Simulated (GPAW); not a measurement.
Crystal: Sb.

```
CELL_PARAMETERS angstrom
-4.03001 4.03001 2.02549
4.03001 -4.03001 2.02549
4.03001 4.03001 -2.02549
ATOMIC_POSITIONS crystal
Sb 0.65126 0.15126 0.80253
Sb 0.15126 0.34874 0.50000
Sb 0.34874 0.84874 0.19747
Sb 0.84874 0.65126 0.50000
```

This isn't the form of Sb at room conditions, which is rhombohedral.

Base run:

| Item | Value |
| --- | --- |
| Program | GPAW 26.7.0 |
| Functional | LDA |
| Potentials or basis | the program's PAW data sets (release 1.2.1) made for this functional |
| Cutoff | 450 eV |
| Basis | pw |
| k mesh | 6 × 6 × 6 |
| Occupations | fermi-dirac, width 0.05 eV |
| Spin | no spin polarisation |

Its results: pressure -3.3 GPa; largest force 0.101 eV/Å.

The run is repeated on the same cell with these changes: cutoff from 450 eV to 600 eV; k mesh from 6 × 6 × 6 to 5 × 5 × 5. What comes out?

Pressure -2.0 GPa; largest force 0.161 eV/Å.

Caveats: the cutoff is short for stress and forces, so pressures can be off by a GPa or more (some runs).

Not every run made on this cell is shown here.
